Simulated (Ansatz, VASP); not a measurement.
**Ti: VASP beside Ansatz**

```
Ti
1.0
    -1.60552    1.60552    1.60552
     1.60552   -1.60552    1.60552
     1.60552    1.60552   -1.60552
Ti
1
Direct
  0.00000 0.00000 0.00000
```

Alike in both runs: task single point; functional PBE; k mesh 18 × 18 × 18; occupations gaussian, width 0.1 eV; no spin polarisation.

|  | VASP | Ansatz |
| --- | --- | --- |
| version | VASP 6.6.1 | Ansatz 0.2.0 |
| potentials or method | VASP PAW PBE potentials, release 64 (Ti_sv) | scalar-relativistic, plane waves, PAW |
| plane-wave cutoff (eV) | 520 | 420 |
| valence electrons in the cell | 12 | 12 |

Ansatz gave:

| Item | Value |
| --- | --- |
| gap on the k mesh at the Fermi level (eV) | none |
| pressure (GPa) | 4.7 |

Problem. Estimate VASP's values.

Solution. gap on the k mesh at the Fermi level (eV): none; pressure (GPa): 4.3.

A gap of «none» marks a metal or a gap that the smearing closes.
